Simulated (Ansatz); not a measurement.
# Ir: strain energy, fitted

Ir, Fm-3m, a = 3.830 Å. Ansatz: PBEsol, PAW, 420 eV, Γ-centred 20×20×14 mesh on 2 atoms, Gaussian smearing 0.10 eV; no spin polarisation. Series: uniaxial strain along a, with b, c and atoms relaxed; x is the strain in per cent. The axes a, b, c are those of the computed cell (2.708, 2.708, 3.830 Å), along [1 1 0], [-1 1 0], [0 0 1] of the cell named above. y is the free energy over the unstrained cell, V0 = 14.047 Å³/atom.

```
x (%) y (meV/atom)
 -3.0             ?
 -2.0         11.96
 -1.0          2.86
  0.0          0.00
  1.0          2.72
  2.0         10.38
  3.0         22.36
```

Problem. Fit y = c2 x² + c3 x³ to the other rows, turn c2 into a modulus, and predict the missing energy.

Solution. Least squares on the rows shown. y = 2.7889 x² − 0.10101 x³. In eV per unit strain² c2 is 27.89; this is Young's modulus along the axis (E = ½ Y V0 ε²): 2 × 27.89 × 160.2 / (14.047) = 636 GPa. At x = -3.0 the fit asked for gives 27.83 meV/atom. The run gave 28.01 meV/atom, so the fit is 0.18 meV/atom too low, 0.64 % of the span of the series, against an rms of 0.03 meV/atom on the fitted rows. The row lies outside the fitted range. With a term in x⁴ added, a fit to the same known rows predicts 27.68 meV/atom, further off still.

Spin–orbit coupling is left out, which can shift energies with elements as heavy as these.